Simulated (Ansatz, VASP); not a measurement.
# Ag in VASP and in Ansatz

File INCAR:

```
SYSTEM = Ag
  PREC = Accurate
  ENCUT = 520
  EDIFF = 1E-7
  ISMEAR = 0
  SIGMA = 0.05
  LREAL = .FALSE.
  LASPH = .TRUE.
  NELM = 60
  ALGO = Normal
  ISIF = 2
  LWAVE = .FALSE.
  LCHARG = .TRUE.
  GGA = PE
  LELF = .TRUE.
  LVHAR = .TRUE.
  NBANDS = 12
```

KPOINTS

```
Automatic mesh
0
G
  8 8 8
  0 0 0
```

The input POSCAR:

```
Ag
1.0
   -1.6493996824      1.6493996824      1.6493996824
    1.6493996824     -1.6493996824      1.6493996824
    1.6493996824      1.6493996824     -1.6493996824
Ag
1
Direct
    0.0000000000      0.0000000000      0.0000000000
```

Input for Ansatz:

```yaml
crystal:
  lattice:
    - [-1.6493996824, 1.6493996824, 1.6493996824]
    - [1.6493996824, -1.6493996824, 1.6493996824]
    - [1.6493996824, 1.6493996824, -1.6493996824]
  atoms:
    - { symbol: Ag, position: [0.0, 0.0, 0.0] }
basis:
  ecutwfc: 420
  ecutrho_ratio: 4
kpoints:
  mp_grid: { grid: [8, 8, 8] }
hamiltonian:
  xc: pbe
scf:
  occupations: { method: gaussian, width: 0.05 }
output:
  forces: true
  stress: true
  eigenvalues: true
```

Alike in both runs: task single point; functional PBE; k mesh 8 × 8 × 8; occupations gaussian, width 0.05 eV; no spin polarisation.

```csv
,VASP,Ansatz
version,VASP 6.6.1,Ansatz 0.2.0
potentials or method,"VASP PAW PBE potentials, release 64 (Ag)","scalar-relativistic, plane waves, PAW"
plane-wave cutoff (eV),520,420
valence electrons in the cell,11,19
```

```csv
,VASP,Ansatz,Ansatz less VASP
pressure (GPa),-0.1,0.1,+0.11
```

The two sets of potentials don't hold the same shells in valence.
